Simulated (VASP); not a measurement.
A run of VASP 6.6.1 is set up as follows.

File INCAR:

```
ALGO = Fast
EDIFF = 1E-6
ENCUT = 520
GGA = PE
ISIF = 2
ISMEAR = 0
LASPH = True
LCHARG = False
LREAL = False
LWAVE = False
NELM = 60
PREC = Accurate
SIGMA = 0.02
```

Contents of KPOINTS:

```
k-points
0
Gamma
  10 10 9
```

File POSCAR:

```
WC
1.0
    2.9065000000      0.0000000000      0.0000000000
   -1.4532500000      2.5171028361      0.0000000000
    0.0000000000      0.0000000000      2.8366000000
W C
1 1
Cartesian
    0.0000000000      0.0000000000      0.0000000000
    1.4532500001      0.8390342786      1.4183000000
```

Potentials or basis: VASP PAW PBE potentials, release 54 (W_sv, C).

The run is started by

```sh
$ cat potpaw_PBE.54/W_sv/POTCAR potpaw_PBE.54/C/POTCAR > POTCAR
$ mpirun -np 1 vasp_std > vasp.out
```

Q: Estimate the band gap on the k mesh.

A: None (metal or under the smearing width).

Q: Estimate the pressure.

A: 6.8 GPa.

Stress tensor (GPa, compression positive):
```
6.97 0.00 0.00
0.00 6.97 0.00
0.00 0.00 6.31
```

Spin-orbit coupling is left out, which matters for the levels of W.
